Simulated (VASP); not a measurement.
Here is the system:

```xyz
3
Lattice="0.0000 2.8338 2.8338 2.8338 0.0000 2.8338 2.8338 2.8338 0.0000" Properties=species:S:1:pos:R:3 pbc="T T T"
Sr     0.0000     2.8338     2.8338
F      1.4169     1.4169     1.4169
F      4.2507     4.2507     4.2507
```

Calculation: SCAN meta-GGA, VASP's PBE PAW potentials (set 64) (plane waves; VASP). Run with 520 eV cut-off, 7×7×7 Γ-centred mesh, Gaussian smearing of 0.050 eV, potentials Sr_sv F.

What does the run give for the energy per atom (σ→0), pressure?

The energy per atom (σ→0) is -13.974 eV/atom and the pressure is 52.9 kbar.

Total energies compare only between runs with the same potentials, cut-off and functional.

The compound is SrF2 in the fluorite structure. This cell is one point of a volume scan, at 0.94 of the reference volume.
